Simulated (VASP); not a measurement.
# SiC (Moissanite) (P6_3mc) in VASP: further runs, part 2 of 2

VASP 6.6.1. Earlier steps stand in the parts before.

## Step 4: Equation of state, PBEsol, 10.13 Å³/atom (volume scaled by 0.98)

File INCAR:

```
  PREC = Accurate
  ENCUT = 520
  EDIFF = 1E-7
  ISMEAR = -1
  SIGMA = 0.05
  LREAL = F
  LASPH = T
  NELM = 100
  ALGO = Normal
  ISIF = 2
  LWAVE = F
  LCHARG = F
  GGA = PS
  NBANDS = 16
```

File KPOINTS:

```
Automatic mesh
0
Gamma
  10 10 5
```

File POSCAR:

```
SiC
1.0
    3.0553550827      0.0000000000      0.0000000000
   -1.5276775413      2.6460151191      0.0000000000
    0.0000000000      0.0000000000      5.0141197845
Si C
2 2
Direct
    0.6666666667      0.3333333333      0.5000000000
    0.3333333333      0.6666666667      0.0000000000
    0.6666666667      0.3333333333      0.8850000000
    0.3333333333      0.6666666667      0.3850000000
```

Command:

```bash
> cat potpaw_PBE.64/Si/POTCAR potpaw_PBE.64/C/POTCAR > POTCAR
> mpirun -np 1 vasp_std > vasp.out
```

Run time: 16 s. Hardware: 1 thread of Intel Xeon Platinum 8488C (Sapphire Rapids), shared host; peak memory 0.16 GiB.

It converged, with:

| Quantity | Value |
| --- | --- |
| Free energy | -31.7705 eV |
| Pressure | 5.3 GPa |
| Largest force | 0.784 eV/Å |
| Band gap on the k mesh | 2.29 eV, indirect (least direct gap 4.00 eV) |

Caveat: the PAW data sets were made with another functional, which shifts forces and pressure a little; an odd mesh through Γ misses points on the zone boundary, where band edges often lie.

## Step 5: Equation of state, PBEsol, 10.55 Å³/atom (volume scaled by 1.02)

INCAR is that of step 4.

KPOINTS is that of step 4.

File POSCAR:

```
SiC
1.0
    3.0963714546      0.0000000000      0.0000000000
   -1.5481857273      2.6815363392      0.0000000000
    0.0000000000      0.0000000000      5.0814314379
Si C
2 2
Direct
    0.6666666667      0.3333333333      0.5000000000
    0.3333333333      0.6666666667      0.0000000000
    0.6666666667      0.3333333333      0.8850000000
    0.3333333333      0.6666666667      0.3850000000
```

Command:

```bash
> cat potpaw_PBE.64/Si/POTCAR potpaw_PBE.64/C/POTCAR > POTCAR
> mpirun -np 1 vasp_std > vasp.out
```

Wall time 16 s (1 thread of Intel Xeon Platinum 8488C (Sapphire Rapids), shared host); peak memory 0.16 GiB.

Results (log left out):

* Free energy: -31.7781 eV
* Pressure: -3.6 GPa
* Largest force: 0.721 eV/Å
* Band gap on the k mesh: 2.35 eV, indirect (least direct gap 3.92 eV)

Caveat: the PAW data sets were made with another functional, which shifts forces and pressure a little; an odd mesh through Γ misses points on the zone boundary, where band edges often lie.

## Step 6: Equation of state, PBEsol, 10.75 Å³/atom (volume scaled by 1.04)

INCAR is that of step 5.

KPOINTS is that of step 5.

File POSCAR:

```
SiC
1.0
    3.1164783262      0.0000000000      0.0000000000
   -1.5582391631      2.6989494007      0.0000000000
    0.0000000000      0.0000000000      5.1144286705
Si C
2 2
Direct
    0.6666666667      0.3333333333      0.5000000000
    0.3333333333      0.6666666667      0.0000000000
    0.6666666667      0.3333333333      0.8850000000
    0.3333333333      0.6666666667      0.3850000000
```

Potentials or basis: VASP PAW PBE potentials, release 64 (Si, C).

Command:

```bash
> cat potpaw_PBE.64/Si/POTCAR potpaw_PBE.64/C/POTCAR > POTCAR
> mpirun -np 1 vasp_std > vasp.out
```

Run time: 18 s. Hardware: 1 thread of Intel Xeon Platinum 8488C (Sapphire Rapids), shared host; peak memory 0.16 GiB.

Results (log left out):

- Free energy: -31.7493 eV
- Pressure: -7.5 GPa
- Largest force: 0.692 eV/Å
- Band gap on the k mesh: 2.38 eV, indirect (least direct gap 3.88 eV)

Caveat: the PAW data sets were made with another functional, which shifts forces and pressure a little; an odd mesh through Γ misses points on the zone boundary, where band edges often lie.

## Step 7: Equation of state, PBEsol, 10.96 Å³/atom (volume scaled by 1.06)

INCAR is that of step 6.

KPOINTS is that of step 6.

File POSCAR:

```
SiC
1.0
    3.1363290418      0.0000000000      0.0000000000
   -1.5681645209      2.7161406248      0.0000000000
    0.0000000000      0.0000000000      5.1470055276
Si C
2 2
Direct
    0.6666666667      0.3333333333      0.5000000000
    0.3333333333      0.6666666667      0.0000000000
    0.6666666667      0.3333333333      0.8850000000
    0.3333333333      0.6666666667      0.3850000000
```

Command:

```bash
> cat potpaw_PBE.64/Si/POTCAR potpaw_PBE.64/C/POTCAR > POTCAR
> mpirun -np 1 vasp_std > vasp.out
```

Run time: 17 s. Hardware: 1 thread of Intel Xeon Platinum 8488C (Sapphire Rapids), shared host; peak memory 0.16 GiB.

The run converged. Its results:

```
Free energy            : -31.7014 eV
Pressure               : -11.0 GPa
Largest force          : 0.664 eV/Å
Band gap on the k mesh : 2.37 eV, indirect (least direct gap 3.84 eV)
```

Caveat: the PAW data sets were made with another functional, which shifts forces and pressure a little; an odd mesh through Γ misses points on the zone boundary, where band edges often lie.

## Step 8: Equation of state, PBEsol

No new run: the results of the series are fitted here.

What came out:

```
Equilibrium volume                        : 10.37 Å³/atom
Bulk modulus at fixed shape and positions : 221 GPa
Pressure derivative of the bulk modulus   : 3.9
```

Energy against volume, from the lowest point:
```tsv
volume (Å³/atom)	energy (meV/atom)
9.721	31.30
9.927	14.05
10.134	3.84
10.341	0.00
10.548	1.95
10.755	9.15
10.961	21.10
```

Caveat: the cell was scaled at fixed shape and fractional positions, which overstates the stiffness of a crystal with free parameters, most of all of layers and chains; the PAW data sets were made with another functional, which shifts forces and pressure a little.

## Step 9: Equation of state, PBE, 9.72 Å³/atom (volume scaled by 0.94)

File INCAR:

```
PREC = Accurate ; ENCUT = 520
EDIFF = 1E-7 ; ISMEAR = -1
SIGMA = 0.05 ; LREAL = F
LASPH = T ; NELM = 100
ALGO = Normal ; ISIF = 2
LWAVE = F ; LCHARG = F
GGA = PE ; NBANDS = 16
```

File KPOINTS:

```
regular mesh
0
Gamma
  10 10 5
```

File POSCAR:

```
SiC
1.0
    3.0132068704      0.0000000000      0.0000000000
   -1.5066034352      2.6095136966      0.0000000000
    0.0000000000      0.0000000000      4.9449506768
Si C
2 2
Direct
    0.6666666667      0.3333333333      0.5000000000
    0.3333333333      0.6666666667      0.0000000000
    0.6666666667      0.3333333333      0.8850000000
    0.3333333333      0.6666666667      0.3850000000
```

Potentials or basis: VASP PAW PBE potentials, release 64 (Si, C).

Command:

```bash
> cat potpaw_PBE.64/Si/POTCAR potpaw_PBE.64/C/POTCAR > POTCAR
> mpirun -np 1 vasp_std > vasp.out
```

Run time: 32 s. Hardware: 1 thread of Intel Xeon Platinum 8488C (Sapphire Rapids), shared host; peak memory 0.16 GiB.

Results (log left out):

| Item | Value |
| --- | --- |
| Free energy | -29.8935 eV |
| Pressure | 19.4 GPa |
| Largest force | 0.855 eV/Å |
| Band gap on the k mesh | 2.37 eV, indirect (least direct gap 4.20 eV) |

Caveat: an odd mesh through Γ misses points on the zone boundary, where band edges often lie.

## Step 10: Equation of state, PBE, 9.93 Å³/atom (volume scaled by 0.96)

File INCAR:

```
ALGO = Normal
EDIFF = 1E-7
ENCUT = 520
GGA = PE
ISIF = 2
ISMEAR = -1
LASPH = T
LCHARG = F
LREAL = F
LWAVE = F
NBANDS = 16
NELM = 100
PREC = Accurate
SIGMA = 0.05
```

File KPOINTS:

```
k-points
0
Gamma
  10 10 5
```

File POSCAR:

```
SiC
1.0
    3.0344273363      0.0000000000      0.0000000000
   -1.5172136681      2.6278911591      0.0000000000
    0.0000000000      0.0000000000      4.9797754205
Si C
2 2
Direct
    0.6666666667      0.3333333333      0.5000000000
    0.3333333333      0.6666666667      0.0000000000
    0.6666666667      0.3333333333      0.8850000000
    0.3333333333      0.6666666667      0.3850000000
```

Command:

```bash
> cat potpaw_PBE.64/Si/POTCAR potpaw_PBE.64/C/POTCAR > POTCAR
> mpirun -np 1 vasp_std > vasp.out
```

Wall time 22 s (1 thread of Intel Xeon Platinum 8488C (Sapphire Rapids), shared host); peak memory 0.16 GiB.

The run converged. Its results:

```
Free energy            : -29.9790 eV
Pressure               : 13.7 GPa
Largest force          : 0.819 eV/Å
Band gap on the k mesh : 2.41 eV, indirect (least direct gap 4.16 eV)
```

Caveat: an odd mesh through Γ misses points on the zone boundary, where band edges often lie.

## Step 11: Equation of state, PBE, 10.13 Å³/atom (volume scaled by 0.98)

File INCAR:

```
PREC = Accurate
ENCUT = 520
EDIFF = 1E-7
ISMEAR = -1
SIGMA = 0.05
LREAL = F
LASPH = T
NELM = 80
ALGO = Normal
ISIF = 2
LWAVE = F
LCHARG = F
GGA = PE
NBANDS = 16
```

File KPOINTS:

```
regular mesh
0
Gamma
  10 10 5
```

File POSCAR:

```
SiC
1.0
    3.0553550827      0.0000000000      0.0000000000
   -1.5276775413      2.6460151191      0.0000000000
    0.0000000000      0.0000000000      5.0141197845
Si C
2 2
Direct
    0.6666666667      0.3333333333      0.5000000000
    0.3333333333      0.6666666667      0.0000000000
    0.6666666667      0.3333333333      0.8850000000
    0.3333333333      0.6666666667      0.3850000000
```

Command:

```bash
> cat potpaw_PBE.64/Si/POTCAR potpaw_PBE.64/C/POTCAR > POTCAR
> mpirun -np 1 vasp_std > vasp.out
```

Run time: 21 s. Hardware: 1 thread of Intel Xeon Platinum 8488C (Sapphire Rapids), shared host; peak memory 0.16 GiB.

The run converged. Its results:

* Free energy: -30.0359 eV
* Pressure: 8.4 GPa
* Largest force: 0.785 eV/Å
* Band gap on the k mesh: 2.45 eV, indirect (least direct gap 4.12 eV)

Caveat: an odd mesh through Γ misses points on the zone boundary, where band edges often lie.

## Step 12: Equation of state, PBE, 10.55 Å³/atom (volume scaled by 1.02)

File INCAR:

```
  PREC = Accurate
  ENCUT = 520
  EDIFF = 1E-7
  ISMEAR = -1
  SIGMA = 0.05
  LREAL = False
  LASPH = True
  NELM = 60
  ALGO = Normal
  ISIF = 2
  LWAVE = False
  LCHARG = False
  GGA = PE
  NBANDS = 16
```

File KPOINTS:

```
Automatic mesh
0
Gamma
  10 10 5
```

File POSCAR:

```
SiC
1.0
    3.0963714546      0.0000000000      0.0000000000
   -1.5481857273      2.6815363392      0.0000000000
    0.0000000000      0.0000000000      5.0814314379
Si C
2 2
Direct
    0.6666666667      0.3333333333      0.5000000000
    0.3333333333      0.6666666667      0.0000000000
    0.6666666667      0.3333333333      0.8850000000
    0.3333333333      0.6666666667      0.3850000000
```

Potentials or basis: VASP PAW PBE potentials, release 64 (Si, C).

Command:

```bash
> cat potpaw_PBE.64/Si/POTCAR potpaw_PBE.64/C/POTCAR > POTCAR
> mpirun -np 1 vasp_std > vasp.out
```

It took 19 s on 1 thread of Intel Xeon Platinum 8488C (Sapphire Rapids), shared host; peak memory 0.16 GiB.

The run converged. Its results:

```yaml
Free_energy: -30.0748 eV
Pressure: -0.7 GPa
Largest_force: 0.723 eV/Å
Band_gap_on_the_k_mesh: 2.51 eV, indirect (least direct gap 4.03 eV)
```

Caveat: an odd mesh through Γ misses points on the zone boundary, where band edges often lie.

## Step 13: Equation of state, PBE, 10.75 Å³/atom (volume scaled by 1.04)

File INCAR:

```
SYSTEM = SiC
ALGO = Normal
EDIFF = 1E-7
ENCUT = 520
GGA = PE
ISIF = 2
ISMEAR = -1
LASPH = .TRUE.
LCHARG = .FALSE.
LREAL = .FALSE.
LWAVE = .FALSE.
NBANDS = 16
NELM = 80
PREC = Accurate
SIGMA = 0.05
```

File KPOINTS:

```
k-points
0
G
  10 10 5
  0 0 0
```

File POSCAR:

```
SiC
1.0
    3.1164783262      0.0000000000      0.0000000000
   -1.5582391631      2.6989494007      0.0000000000
    0.0000000000      0.0000000000      5.1144286705
Si C
2 2
Direct
    0.6666666667      0.3333333333      0.5000000000
    0.3333333333      0.6666666667      0.0000000000
    0.6666666667      0.3333333333      0.8850000000
    0.3333333333      0.6666666667      0.3850000000
```

Command:

```bash
> cat potpaw_PBE.64/Si/POTCAR potpaw_PBE.64/C/POTCAR > POTCAR
> mpirun -np 1 vasp_std > vasp.out
```

Run time: 26 s. Hardware: 1 thread of Intel Xeon Platinum 8488C (Sapphire Rapids), shared host; peak memory 0.16 GiB.

It converged, with:

- Free energy: -30.0612 eV
- Pressure: -4.6 GPa
- Largest force: 0.694 eV/Å
- Band gap on the k mesh: 2.52 eV, indirect (least direct gap 4.00 eV)

Caveat: an odd mesh through Γ misses points on the zone boundary, where band edges often lie.

## Step 14: Equation of state, PBE, 10.96 Å³/atom (volume scaled by 1.06)

File INCAR:

```
PREC = Accurate
ENCUT = 520
EDIFF = 1E-7
ISMEAR = -1
SIGMA = 0.05
LREAL = False
LASPH = True
NELM = 60
ALGO = Normal
ISIF = 2
LWAVE = False
LCHARG = False
GGA = PE
NBANDS = 16
```

File KPOINTS:

```
Automatic mesh
0
Gamma
  10 10 5
```

File POSCAR:

```
SiC
1.0
    3.1363290418      0.0000000000      0.0000000000
   -1.5681645209      2.7161406248      0.0000000000
    0.0000000000      0.0000000000      5.1470055276
Si C
2 2
Direct
    0.6666666667      0.3333333333      0.5000000000
    0.3333333333      0.6666666667      0.0000000000
    0.6666666667      0.3333333333      0.8850000000
    0.3333333333      0.6666666667      0.3850000000
```

Command:

```bash
> cat potpaw_PBE.64/Si/POTCAR potpaw_PBE.64/C/POTCAR > POTCAR
> mpirun -np 1 vasp_std > vasp.out
```

It took 29 s on 1 thread of Intel Xeon Platinum 8488C (Sapphire Rapids), shared host; peak memory 0.16 GiB.

It converged, with:

* Free energy: -30.0282 eV
* Pressure: -8.2 GPa
* Largest force: 0.666 eV/Å
* Band gap on the k mesh: 2.48 eV, indirect (least direct gap 3.96 eV)

Caveat: an odd mesh through Γ misses points on the zone boundary, where band edges often lie.

## Step 15: Equation of state, PBE

Potentials or basis: VASP PAW PBE potentials, release 64 (Si, C).

This step only gathers the single runs of the series.

What came out:

```yaml
Equilibrium_volume: 10.52 Å³/atom
Bulk_modulus_at_fixed_shape_and_positions: 213 GPa
Pressure_derivative_of_the_bulk_modulus: 3.9
```

Energy against volume, from the lowest point:
```tsv
volume (Å³/atom)	energy (meV/atom)
9.721	45.32
9.927	23.95
10.134	9.71
10.341	1.92
10.548	0.00
10.755	3.40
10.961	11.63
```

Caveat: the cell was scaled at fixed shape and fractional positions, which overstates the stiffness of a crystal with free parameters, most of all of layers and chains.
